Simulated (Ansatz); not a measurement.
Write the native input for Ansatz 0.2.0 that does the following.

```
Task                : single point
Functional          : PBEsol
Potentials or basis : all-electron LAPW, scalar-relativistic
Cutoff              : 324 eV (chosen from the basis error)
Basis error allowed : 0.001 eV/atom
k mesh              : 10 × 10 × 10
Occupations         : gaussian, width 0.1 eV
Spin                : collinear spin, ferromagnetic start
Starting moments    : [4.0, 0.0] μB
```

Crystal: MnO.

```
Mn O
1.0
     3.14508    0.00000    0.00000
     1.57254    2.72372    0.00000
     1.57254    0.90791    2.56795
Mn O
1 1
Direct
  0.00000 0.00000 0.00000
  0.50000 0.50000 0.50000
```

The cell is a database's computed one.

The cell isn't the ideal one: the cell as VASP's run set it.

The input as run:

input.yaml

```yaml
crystal:
  lattice:
    - [3.14508043, 0.0, 0.0]
    - [1.572540215, 2.7237195493, 0.0]
    - [1.572540215, 0.9079065164, 2.5679474178]
  atoms:
    - { symbol: Mn, position: [0.0, 0.0, 0.0], spin: 4.0 }
    - { symbol: O, position: [0.5, 0.5, 0.5] }
kpoints:
  mp_grid: { grid: [10, 10, 10] }
scf:
  occupations: { method: gaussian, width: 0.1 }
hamiltonian:
  xc: pbesol
  pseudopotentials: { kind: all_electron, lapw: { basis_error: 0.001 } }
magnetization:
  spin_polarized: true
output:
  forces: true
  stress: true
  eigenvalues: true
```

Potentials or basis: all-electron LAPW, scalar-relativistic.

Launch:

```sh
$ ansatz run input.yaml --threads 2 --pin off --max-ram 6144MiB --backend cpu --events-out ev --progress --plain --runs-dir out
```

Results of the run:

```json
{
 "Pressure": "-7.0 GPa",
 "Band gap on the k mesh": "none (metal or under the smearing width)",
 "Net moment": "4.78 μB per cell",
 "Absolute moment": "4.78 μB per cell",
 "Site moments": "Mn +4.32; O +0.23 μB"
}
```

Caveat: a cell with one magnetic atom can't hold antiferromagnetic order, which such compounds often take; semilocal functionals often make such compounds metallic where correlation or magnetic order opens a gap, which also shifts bond lengths.

Run time: 8.7 s on 2 threads of Arm Neoverse V2, with other jobs on the host, peak memory 0.39 GiB.
